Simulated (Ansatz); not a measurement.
ZnS: S on a Zn site

Level of theory: DFT PBE, scalar-relativistic, plane waves, PAW (Ansatz 0.2.0). Run with 420 eV cutoff, 2×2×2 k-mesh, shifted by half a step, Gaussian smearing of 0.01 eV, collinear spin in charge +1 alone.

Host crystal, relaxed:

```cif
data_structure
_symmetry_space_group_name_H-M 'P 1'
_symmetry_Int_Tables_number 1
_cell_length_a 3.8483
_cell_length_b 3.8483
_cell_length_c 3.8483
_cell_angle_alpha 60.000
_cell_angle_beta 60.000
_cell_angle_gamma 60.000
_cell_volume 40.30
loop_
_atom_site_label
_atom_site_type_symbol
_atom_site_fract_x
_atom_site_fract_y
_atom_site_fract_z
_atom_site_occupancy
Zn1 Zn 0.00000 0.00000 0.00000 1
S1 S 0.25000 0.25000 0.25000 1
```

Supercell of 32 atoms, rows in host cell vectors: -1 3 -1; 3 -1 -1; -1 -1 -1. Atoms relax at the host's cell from a start displaced at random by 0.05 Å near the defect, so other minima may exist. The cell is small, so energies carry finite-size errors of tenths of an eV. The host's Kohn–Sham gap is 2.02 eV. Atoms are taken from and returned to the elements' standard states. Charged cells are corrected for image charges with the computed static dielectric tensor (mean 9.4) and aligned with the host's potential at far atoms (alignment terms reach 0.10 eV; the program doubts the alignment in some charges, where it is up to 0.10 eV). No band-filling term is added, and the Fermi level counts from the host's valence band top.

Defect: S on a Zn site at (0.000, 0.000, 0.000) of the host cell.

Task: What is the formation energy of the neutral defect?

Result: 3.94 eV.

Task: Does the neutral defect carry a moment, and how do its surroundings relax?

Result: The neutral run had no spin polarisation, so a moment wasn't tested. The nearest neighbours before are 4 S at 2.36 Å; after relaxation the atoms near the site are 2 S at 2.35 Å, 1 S at 2.36 Å; the largest move is 0.77 Å.

Task: Charges +2, +1, 0 were computed. Which is stable where in the gap?

Result: Among the charges computed the stable one is +1 at the valence band top, changing to 0 at 0.21 eV. In charge +2 the extra carrier would gain by moving to a band edge of the host, so it isn't bound in the gap, though by less than the errors named above. Levels between neighbouring charges: (+2/+1) -0.26 eV, (+1/0) 0.21 eV.